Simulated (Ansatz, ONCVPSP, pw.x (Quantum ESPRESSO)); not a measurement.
## hafnium (Hf): one change to the ONCV potential, in the atom and in the fcc crystal

* Element: Hf (Z = 72)
* Generator: ONCVPSP 4.0.1.1 (patched build)
* Type: optimised norm-conserving Vanderbilt (ONCV)
* Functional: PBE
* Relativity: scalar-relativistic
* Frozen core: [Xe] 4f14
* Valence charge: 4
* Reference configuration: 5d2 6s2
* Partial waves: 6s: rc 3.20 bohr, ncon 4, nbas 7, qcut 2.4 1/bohr, 3 projectors, debl 2.4 Ha; p scattering state at 0.45 Ha: rc 3.30 bohr, ncon 5, nbas 8, qcut 2.3 1/bohr, 3 projectors, debl 3.5 Ha; 5d: rc 1.85 bohr, ncon 4, nbas 7, qcut 5.5 1/bohr, 2 projectors, debl 2.7 Ha
* Local potential: polynomial inside 1.80 bohr (lpopt 5, dvloc0 6 Ha)
* Core correction: none

In the p channel the program set the typed energies aside and used 0.050, 3.550, 7.050 Ha.

Change: local potential polynomial inside 1.80 bohr (lpopt 5, dvloc0 10 Ha).

Cutoffs, loose and tight: the cutoffs (Ha) at which the residual kinetic energy of the hardest occupied pseudo-wave falls to 1 and 0.1 mHa per electron. They do not see the model core or the augmentation charge, which bear on the density cutoff. Test errors are all-electron minus pseudo excitation energies from the reference, over the configurations 5d2 6s1; 5d2 6s0; 5d1 6s0; 5d2 6s0 6p1; variants that change the core or the reference have their own tests.

Crystal test: fcc Hf in pw.x 7.5, no spin, 13³ k-points, Fermi–Dirac smearing 0.01 Ry, cutoffs set for each file from its atomic test. The reference is all-electron LAPW (Ansatz 0.2.0) with the same functional, mesh and smearing; V0 and B0 come from Birch–Murnaghan fits to the pressures at five volumes. Errors are pseudo minus all-electron; Δ is the rms difference of the E(V) curves that follow from these fits, minima aligned, over ±6 % about the mean V0. Mesh and smearing are coarse, so the numbers serve the comparison and aren't converged zero-temperature values; the lattice is a test structure that the element need not adopt.

All-electron: a0 = 4.490 Å (V0 = 22.63 Å³/atom), B0 = 101.6 GPa.

**Question.** Does the change bring the crystal closer to the all-electron result?

**Answer.** The mean pressure error goes from +0.29 to +0.48 GPa, so the change moves the solid further from the all-electron pressures. At 80 % of its cutoff the pressure of the base moves by -0.48 GPa. At 80 % of its cutoff the pressure of the changed file moves by -0.51 GPa.

| quantity | base | changed |
| --- | --- | --- |
| outcome (atom) | generated, projector energies reset by the program | generated, projector energies reset by the program |
| cutoff, loose (atom) | 12 Ha | 12 Ha |
| cutoff, tight (atom) | 15 Ha | 15 Ha |
| bound ghosts (atom) | none | none |
| largest test error (meV) (atom) | +137 over the solved tests; 1 of 4 tests not solved or not reliable | +137 over the solved tests; 1 of 4 tests not solved or not reliable |
| cutoffs in pw.x (Ry) | 35/140 | 35/140 |
| a0 (Å) | 4.495 | 4.498 |
| a0 error (%) | +0.11 | +0.17 |
| B0 error (%) | -6.9 | -6.8 |
| Δ (meV/atom) | 1.6 | 2.5 |
| mean pressure error (GPa) | +0.29 | +0.48 |

Base: The largest radius (3.30 bohr) exceeds half the bond length (3.00 bohr), so the spheres overlap, which is one possible source of error among others. Atomic configuration tests: 1 of 4 tests not solved or not reliable. The cutoffs count occupied waves only; projector 3 of the p channel, the hardest unoccupied one, needs 31 Ha at the loose tolerance. Changed file: The largest radius (3.30 bohr) exceeds half the bond length (3.00 bohr), so the spheres overlap, which is one possible source of error among others. Atomic configuration tests: 1 of 4 tests not solved or not reliable. The cutoffs count occupied waves only; projector 3 of the p channel, the hardest unoccupied one, needs 31 Ha at the loose tolerance.
